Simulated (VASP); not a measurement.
# As2Pt (Sperrylite) (Pa-3) in VASP: a series of runs, part 3 of 3

VASP 6.6.1.

## Step 6: Relaxation of the atoms, PBE+D3(BJ) (a relaxed cell with its volume scaled by 0.98)

File INCAR:

```
SYSTEM = As2Pt
PREC = Accurate
ENCUT = 600
EDIFF = 1E-7
ISMEAR = 0
SIGMA = 0.03
LREAL = .FALSE.
LASPH = .TRUE.
NELM = 80
ALGO = Normal
ISIF = 2
LWAVE = .FALSE.
LCHARG = .FALSE.
GGA = PE
IVDW = 12
IBRION = 2
NSW = 40
EDIFFG = -0.01
KPAR = 4
```

File KPOINTS:

```
Automatic mesh
0
G
  6 6 6
  0 0 0
```

File POSCAR:

```
As2Pt                                   
1.0
    5.9518398352      0.0000000000     -0.0000000000
    0.0000000000      5.9518398352      0.0000000000
    0.0000000000     -0.0000000000      5.9518398352
  As              Pt            
     8     4
Direct
     0.3830668803572136    0.3830668803572136    0.3830668803572136
     0.1169331196427864    0.6169331196427864    0.8830668803572136
     0.8830668803572136    0.1169331196427864    0.6169331196427864
     0.6169331196427864    0.8830668803572136    0.1169331196427864
     0.6169331196427864    0.6169331196427864    0.6169331196427864
     0.8830668803572136    0.3830668803572136    0.1169331196427864
     0.1169331196427864    0.8830668803572136    0.3830668803572136
     0.3830668803572136    0.1169331196427864    0.8830668803572136
     0.0000000000000000    0.0000000000000000    0.0000000000000000
     0.5000000000000000    0.0000000000000000    0.5000000000000000
     0.5000000000000000    0.5000000000000000    0.0000000000000000
     0.0000000000000000    0.5000000000000000    0.5000000000000000
```

Potentials or basis: VASP PAW PBE potentials, release 64 (As, Pt).

On the command line:

```sh
$ cat potpaw_PBE.64/As/POTCAR potpaw_PBE.64/Pt/POTCAR > POTCAR
$ mpirun -np 4 vasp_std > vasp.out
```

OUTCAR:

```text
SYSTEM = As2Pt
   PREC = Accurate
   ENCUT = 600
   EDIFF = 1E-7
   ISMEAR = 0
   LREAL = .FALSE.
   LASPH = .TRUE.
   NELM = 80
   ISIF = 2
   GGA = PE
   IVDW = 12
   IBRION = 2
   NSW = 40
   EDIFFG = -0.01
 IVDW          = 12

 ion  position               nearest neighbor table
   1  0.383  0.383  0.383-   5 2.41  10 2.48  11 2.48  12 2.48
   2  0.117  0.617  0.883-   6 2.41   9 2.48  11 2.48  12 2.48
   3  0.883  0.117  0.617-   7 2.41   9 2.48  10 2.48  12 2.48
   4  0.617  0.883  0.117-   8 2.41   9 2.48  10 2.48  11 2.48
   5  0.617  0.617  0.617-   1 2.41  10 2.48  11 2.48  12 2.48
   6  0.883  0.383  0.117-   2 2.41   9 2.48  11 2.48  12 2.48
   7  0.117  0.883  0.383-   3 2.41   9 2.48  10 2.48  12 2.48
   8  0.383  0.117  0.883-   4 2.41   9 2.48  10 2.48  11 2.48
   9  0.000  0.000  0.000-   2 2.48   3 2.48   4 2.48   6 2.48   7 2.48   8 2.48
  10  0.500  0.000  0.500-   1 2.48   3 2.48   4 2.48   5 2.48   7 2.48   8 2.48
  11  0.500  0.500  0.000-   1 2.48   2 2.48   4 2.48   5 2.48   6 2.48   8 2.48
[... 1498 lines left out ...]
     48      10.7053      0.00000

------------------------ aborting loop because EDIFF is reached ----------------------------------------

 Edisp (eV)   -6.78989

 E8    (eV) :    -2.9664

  FORCE on cell =-STRESS in cart. coord.  units (eV):
  Direction    XX          YY          ZZ          XY          YZ          ZX
  --------------------------------------------------------------------------------------
  -------------------------------------------------------------------------------------
  Total       4.27230     4.27230     4.27230     0.00000    -0.00000    -0.00000
  in kB      32.46523    32.46523    32.46523     0.00000    -0.00000    -0.00000
  external pressure =       32.47 kB  Pullay stress =        0.00 kB

 VOLUME and BASIS-vectors are now :
 -----------------------------------------------------------------------------
  energy-cutoff  :      600.00
  volume of cell :      210.84
      direct lattice vectors                 reciprocal lattice vectors
     5.951839835  0.000000000  0.000000000     0.168015274  0.000000000  0.000000000
     0.000000000  5.951839835  0.000000000     0.000000000  0.168015274  0.000000000
     0.000000000  0.000000000  5.951839835     0.000000000  0.000000000  0.168015274

 POSITION                                       TOTAL-FORCE (eV/Angst)
 -----------------------------------------------------------------------------------
      2.27923      2.27923      2.27923         0.000233      0.000233      0.000233
      0.69669      3.67261      5.25515        -0.000233     -0.000233      0.000233
      5.25515      0.69669      3.67261         0.000233     -0.000233     -0.000233
      3.67261      5.25515      0.69669        -0.000233      0.000233     -0.000233
      3.67261      3.67261      3.67261        -0.000233     -0.000233     -0.000233
      5.25515      2.27923      0.69669         0.000233      0.000233     -0.000233
      0.69669      5.25515      2.27923        -0.000233      0.000233      0.000233
      2.27923      0.69669      5.25515         0.000233     -0.000233      0.000233
      0.00000      0.00000      0.00000         0.000000      0.000000      0.000000
      2.97592      0.00000      2.97592         0.000000      0.000000      0.000000
      2.97592      2.97592      0.00000         0.000000      0.000000      0.000000
      0.00000      2.97592      2.97592         0.000000      0.000000      0.000000
 -----------------------------------------------------------------------------------
    total drift:                               -0.000000      0.000000      0.000000

  FREE ENERGIE OF THE ION-ELECTRON SYSTEM (eV)
  ---------------------------------------------------
  free  energy   TOTEN  =       -74.4989094359 eV

  energy  without entropy=      -74.4989094359  energy(sigma->0) =      -74.49890944

 reached required accuracy - stopping structural energy minimisation
```

CONTCAR:

```text
As2Pt
   1.00000000000000
     5.9518398352000004    0.0000000000000000    0.0000000000000000
     0.0000000000000000    5.9518398352000004    0.0000000000000000
     0.0000000000000000    0.0000000000000000    5.9518398352000004
  As              Pt
     8     4
Direct
     0.3829453729809471    0.3829453729809471    0.3829453729809471
     0.1170546270190529    0.6170546270190529    0.8829453729809471
     0.8829453729809471    0.1170546270190529    0.6170546270190529
     0.6170546270190529    0.8829453729809471    0.1170546270190529
     0.6170546270190529    0.6170546270190529    0.6170546270190529
     0.8829453729809471    0.3829453729809471    0.1170546270190529
     0.1170546270190529    0.8829453729809471    0.3829453729809471
     0.3829453729809471    0.1170546270190529    0.8829453729809471
     0.0000000000000000    0.0000000000000000    0.0000000000000000
     0.5000000000000000    0.0000000000000000    0.5000000000000000
     0.5000000000000000    0.5000000000000000    0.0000000000000000
     0.0000000000000000    0.5000000000000000    0.5000000000000000

  0.00000000E+00  0.00000000E+00  0.00000000E+00
  0.00000000E+00  0.00000000E+00  0.00000000E+00
  0.00000000E+00  0.00000000E+00  0.00000000E+00
  0.00000000E+00  0.00000000E+00  0.00000000E+00
  0.00000000E+00  0.00000000E+00  0.00000000E+00
  0.00000000E+00  0.00000000E+00  0.00000000E+00
  0.00000000E+00  0.00000000E+00  0.00000000E+00
  0.00000000E+00  0.00000000E+00  0.00000000E+00
  0.00000000E+00  0.00000000E+00  0.00000000E+00
  0.00000000E+00  0.00000000E+00  0.00000000E+00
  0.00000000E+00  0.00000000E+00  0.00000000E+00
  0.00000000E+00  0.00000000E+00  0.00000000E+00
```

Wall time 59 s (4 MPI ranks of Intel Xeon 6975P-C (Granite Rapids), shared host); peak memory 0.49 GiB.

What came out:

* Free energy: -74.4989 eV
* Energy gained by relaxing: 0.0 meV/atom
* Ionic steps: 2
* Pressure after relaxing: 3.2 GPa
* Band gap on the k mesh: 0.34 eV, indirect (least direct gap 1.09 eV)
* Dispersion energy per atom: -0.566 eV

The path:
| step | energy change (eV) | largest force (eV/Å) | pressure (GPa) |
| --- | --- | --- | --- |
| 1 | 0.0000 | 0.0260 | 3.26 |
| 2 | -0.0001 | 0.0004 | 3.25 |

Final structure:
```cif
data_structure
_symmetry_space_group_name_H-M 'P 1'
_symmetry_Int_Tables_number 1
_cell_length_a 5.9518
_cell_length_b 5.9518
_cell_length_c 5.9518
_cell_angle_alpha 90.000
_cell_angle_beta 90.000
_cell_angle_gamma 90.000
_cell_volume 210.84
loop_
_atom_site_label
_atom_site_type_symbol
_atom_site_fract_x
_atom_site_fract_y
_atom_site_fract_z
_atom_site_occupancy
As1 As 0.38295 0.38295 0.38295 1
As2 As 0.11705 0.61705 0.88295 1
As3 As 0.88295 0.11705 0.61705 1
As4 As 0.61705 0.88295 0.11705 1
As5 As 0.61705 0.61705 0.61705 1
As6 As 0.88295 0.38295 0.11705 1
As7 As 0.11705 0.88295 0.38295 1
As8 As 0.38295 0.11705 0.88295 1
Pt1 Pt 0.00000 0.00000 0.00000 1
Pt2 Pt 0.50000 0.00000 0.50000 1
Pt3 Pt 0.50000 0.50000 0.00000 1
Pt4 Pt 0.00000 0.50000 0.50000 1
```

Caveat: spin-orbit coupling is left out, which moves the levels of the heavy elements. A k mesh can miss the band edges.

## Step 7: Summary

```tsv
task	cell	gap on the mesh (eV)	pressure (GPa)
relaxation of cell and atoms	relaxed	0.25	0.0
relaxation of the atoms	atoms relaxed from: a relaxed cell with its volume scaled by 0.94	0.53	11.0
relaxation of the atoms	atoms relaxed from: a relaxed cell with its volume scaled by 0.96	0.43	6.9
relaxation of the atoms	atoms relaxed from: a relaxed cell with its volume scaled by 0.98	0.34	3.2
```

Alike in all rows: level PBE+D3(BJ); potentials or basis VASP PAW PBE potentials, release 64 (As, Pt); no spin polarisation; k mesh 6 × 6 × 6; cutoff (eV) 600; smearing gaussian 0.03 eV.

Caveats: spin-orbit coupling is left out, which moves the levels of the heavy elements.

Absolute energies hang on the potentials; compare differences alone.
